Four carbon atoms bring sixteen valence electrons to the cell, enough to fill eight bands. Each atom also has two p orbitals lying parallel to the layers, which makes eight in-plane p states. On the vertical line from Γ to A, symmetry keeps these apart from the s and vertical p orbitals and sorts them into four doublets, two filled and two empty. The highest filled and the lowest empty doublet on this line set the gap at Γ, and the way their phases change from point to point suggests why the overall gap ends at K instead.

Kohn–Sham levels of carbon in space group P6_3/mmc (four-atom cell, geometry as given), computed with ABINIT 10.8.3 using PBE, PseudoDojo NC SR PBE v0.4.1 standard potentials, a plane-wave cutoff of 1006.82 eV and a 9×9×5 k mesh, without spin polarisation or spin–orbit coupling. Energies are relative to the valence top on the mesh.

```tsv
point a (reciprocal cell vector)	point b (reciprocal cell vector)	point c (reciprocal cell vector)	level point (row)	level under 4 (eV)	level under 3 (eV)	level under 2 (eV)	level under 1 (eV)	level over 1 (eV)	level over 2 (eV)
0.0000	0.0000	0.0000	1	-3.287	-0.454	0.000	0.000	4.794	4.794
0.4444	0.0000	0.0000	2	-9.118	-6.547	-5.669	-3.018	4.317	8.193
0.4444	0.1111	0.0000	3	-9.259	-7.627	-6.083	-3.980	5.813	5.823
0.3333	0.3333	0.0000	4	-9.569	-7.308	-7.308	-6.852	3.435	12.118
0.3333	0.3333	0.2000	5	-10.761	-7.514	-5.983	-5.983	4.654	10.322
0.0000	0.0000	0.4000	6	-2.428	-2.428	-1.485	-1.485	6.505	6.505
0.3333	0.3333	0.4000	7	-10.073	-8.844	-4.449	-4.449	7.592	8.144
```

The crystal is lonsdaleite, the hexagonal form of diamond. Rows are named by their level point: row 1 is Γ, row 4 is K, row 6 lies close to A, and rows 5 and 7 lie on the way from K to H. Energies are counted from the highest filled level, which is at Γ. The lowest empty level is at K, 3.435 eV higher, whereas the gap at Γ itself is 4.794 eV.

**Along the vertical line**

Every atom has three slanting bonds within its puckered layer and one vertical bond to the next layer. For in-plane p orbitals the slanting bonds together give a strong coupling, while the vertical bond gives a weaker, sideways (π) one. The pattern resembles the π electrons of polyacetylene, a chain with alternating strong and weak links. The likeness holds for the in-plane p states between Γ and A, with three slanting bonds acting as one strong link.

In the highest filled doublet at Γ, the slanting links are bonding and the vertical links antibonding. A second filled doublet is bonding in both and therefore lies lower. Away from Γ the phase changes from layer to layer, so the vertical links are no longer purely bonding or antibonding. The two filled doublets approach each other and must meet at A, where the crystal's screw axis makes them equivalent. Row 6 shows them shortly before they meet, at −1.485 and −2.428 eV.

The chain turns this picture into

$$E=\varepsilon\pm\sqrt{T^2+t^2\pm 2Tt\cos(\pi k_c)},$$

where the two signs are independent. Here $\varepsilon$ is the common centre, $T$ the slanting coupling, $t$ the vertical coupling and $k_c$ the value of point c. At Γ the levels are simply $\varepsilon\pm(T\pm t)$, so three of them fix the three constants. I assign the level at −3.287 eV to the second filled doublet, which agrees with the number of filled bands. Then

$$t=\frac{3.287}{2}=1.64\ \text{eV},\qquad T=\frac{4.794+3.287}{2}=4.04\ \text{eV},\qquad \varepsilon=\frac{4.794}{2}=2.40\ \text{eV}.$$

For row 6, $k_c=0.4$ and the cosine is 0.31. The upper filled doublet should therefore lie at

$$2.40-\sqrt{4.04^2+1.64^2-2(4.04)(1.64)(0.31)}\approx-1.5\ \text{eV}.$$

Row 6 played no part in setting the constants, yet both of its filled doublets come out within 0.02 eV of the computed levels. The lowest empty doublet comes out about 0.2 eV too low, probably because a chain of in-plane p orbitals with two fixed couplings describes empty states less well than filled ones. The analysis printed below the text gives all three comparisons. The same formula can be used at other heights between Γ and A.

**Why the lowest empty level is at K**

At K the highest filled and the lowest empty level are both single. In a description with s and p orbitals, symmetry allows single levels there only from in-plane p. They can thus be compared with the two doublets that border the gap at Γ. At Γ the sideways part of the slanting couplings works against the head-on part, whereas at K the phases make the two parts add. The slanting bonds therefore couple these orbitals more strongly at K, and the separation between filled and empty level grows from 4.794 to 10.29 eV.

That widening alone would push the empty level up by 2.75 eV. The midpoint between the two levels, however, drops by 4.11 eV from Γ to K. The drop wins, and the empty level ends 1.36 eV below its position at Γ. A wide direct separation and a low empty level therefore occur at the same point.

A shift of both levels together points to couplings between atoms two bonds apart, since couplings along single bonds mainly drive the levels apart. Each atom has six such neighbours in its own layer. At Γ all six are in phase. The p orbitals placed head to tail are then antibonding, which should outweigh the weaker bonding between those side by side and raise the energy. At K each neighbour counts with a factor of −1/2, so the sum changes from +6 to −3 and the energy falls. The argument leaves out the six other neighbours two bonds away, which lie in the adjacent layers, and any mixing of the empty level with higher orbitals. Its direction agrees with the shift; how much of the size it explains is untested.

**From K towards H, and the irregular row**

The empty level at K is π-bonding across the vertical bonds. Going towards H it loses this advantage and climbs by 4.16 eV up to row 7. Its filled partner is antibonding across the same bonds, so it gains and falls, but only by 1.99 eV. A chain with fixed constants would make the two changes equal, so here it fails by a factor of two.

While this single level falls, a filled doublet rises, and the order of the filled states changes. At K the single level lies above the doublet, but in rows 5 and 7 the doublet is on top. The columns rank levels by energy at each point, and joining the entries of one column would mix different bands.

Row 3 interrupts the approach to K. It lies on the zone edge between M and K, and its lowest empty level is higher than those of both row 2, near M, and K. The two lowest empty levels are only 0.01 eV apart in row 3, but several eV apart in row 2 and at K. This points to a nearby crossing, where a band rising from the M side meets another that falls towards K. The lowest empty level then belongs to different bands on the two sides.

**What to do in practice**

Use a mesh that contains both Γ and K, which a Γ-centred mesh does when both in-plane divisions are multiples of three. Reading the gap from the levels at Γ alone would overstate it by 1.36 eV. For optical work keep the two gaps apart: a transition at 3.435 eV needs a change of crystal momentum, while the smallest direct gap on the mesh is the one at Γ. Both values are too small as absolute numbers, because PBE underestimates gaps; zero-point motion, left out here, would lower them somewhat.

Relax the cell before using the small splitting at the valence top, where a single level lies 0.454 eV below the doublet. The present cell is squeezed along c and stretched in the plane, and this splitting responds directly to such strain.

Numerical output:

```
Direct separation at each point in eV:
     row  row  direct separation
     0.0    1              4.794
  0.4444    2              7.335
  0.4444    3              9.793
  0.3333    4              10.29
  0.3333    5              10.64
     0.0    6               7.99
  0.3333    7              12.04
Indirect gap from Gamma to K in eV: 3.435
Lowest empty level at Gamma above that at K in eV: 1.359
Filled singlet below the doublet at Gamma in eV: 0.454
Midpoint of highest filled and lowest empty level at Gamma in eV: 2.397
Midpoint at K less midpoint at Gamma in eV: -4.106
Half separation at K less half separation at Gamma in eV: 2.747
Coupling T through slanting bonds from Gamma levels in eV: 4.04
Coupling t through vertical bonds from Gamma levels in eV: 1.643
Estimated upper filled doublet in row 6 in eV: -1.466
Estimate less computed upper filled doublet in eV: 0.01902
Estimated lower filled doublet in row 6 in eV: -2.412
Estimate less computed lower filled doublet in eV: 0.01555
Estimated lowest empty doublet in row 6 in eV: 6.26
Estimate less computed lowest empty doublet in eV: -0.245
Rise of lowest empty level from K to row 7 in eV: 4.157
Fall of upper filled singlet from K to row 7 in eV: 1.992
Rise of upper filled doublet from K to row 7 in eV: 2.859
Filled singlet above doublet at K in eV: 0.456
Filled doublet above singlet in row 5 in eV: 1.531
Lowest empty level in row 3 above K in eV: 2.378
Lowest empty level in row 3 above row 2 in eV: 1.496
Axial contact between vertical bonds in angstrom: 2.575
```
